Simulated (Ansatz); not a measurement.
Crystal: Br.

```
CELL_PARAMETERS angstrom
3.36325 -2.32255 0.00000
3.36325 2.32255 0.00000
0.00000 0.00000 8.70230
ATOMIC_POSITIONS crystal
Br 0.36510 0.63490 0.39010
Br 0.13490 0.86510 0.89010
Br 0.63490 0.36510 0.60990
Br 0.86510 0.13490 0.10990
```

Base run:

| Property | Result |
| --- | --- |
| Program | Ansatz 0.2.0 |
| Functional | PBE |
| Potentials or basis | Ansatz PAW |
| Cutoff | 420 eV (not typed: the program's choice for these potentials) |
| k mesh | 5 × 5 × 3 |
| Occupations | fermi-dirac, width 0.05 eV |
| Spin | spin-orbit coupling, no magnetisation |

Its results: band gap on the k mesh 1.84 eV, direct; pressure 1.9 GPa; largest force 0.913 eV/Å.

Task: The run is repeated on the same cell with these changes: functional from PBE to LDA. What comes out?

Result: Band gap on the k mesh 1.69 eV, direct; pressure -1.1 GPa; largest force 0.740 eV/Å.

LDA binds more tightly than PBE, so the same cell stands under less pressure.

Caveats: the k mesh misses the band edges, so the gap on the mesh is wider than the one along the path; the PAW data sets come from PBE, with cores solved anew for the run's functional, which leaves a small shift of forces and pressure (some runs).
